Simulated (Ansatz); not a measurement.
**How far is PAW off for Al?**

```
Al
1.0
     0.00000    2.02398    2.02398
     2.02398    0.00000    2.02398
     2.02398    2.02398    0.00000
Al
1
Direct
  0.00000 0.00000 0.00000
```

The cell is COD entry 4313206, as deposited and not checked against the literature; nothing was relaxed.

Levels of theory: DFT, PBEsol, PAW with Ansatz's default frozen-core files, scalar-relativistic (Ansatz 0.2.0); DFT, PBEsol, all-electron LAPW, scalar-relativistic (Ansatz 0.2.0).

For PAW: a Γ-centred 14×14×14 k mesh, Fermi–Dirac smearing of 0.05 eV, cutoff 420 eV, no spin polarisation; the PAW files were made with PBE, and the program remakes their frozen cores for this functional. LAPW targets a basis error of 1 meV/atom. The Ansatz runs share mesh, smearing and spin set-up. Plane-wave (PAW) pressures include the program's estimate of the Pulay term.

Stress and pressure are positive in compression.

Levels count from the Fermi level.

| quantity | PAW | LAPW |
| --- | --- | --- |
| pressure (GPa) | -2.11 | -2.10 |
| highest filled level at L (eV) | -4.338 | -4.340 |
| lowest empty level at L (eV) | 11.364 | 11.361 |
| highest filled level at U (eV) | -0.382 | -0.382 |
| lowest empty level at U (eV) | 6.554 | 6.554 |
| highest filled level at K (eV) | -0.382 | -0.382 |
| lowest empty level at K (eV) | 6.554 | 6.554 |

PAW's pressure differs from the LAPW value by about 0.01 GPa or less.
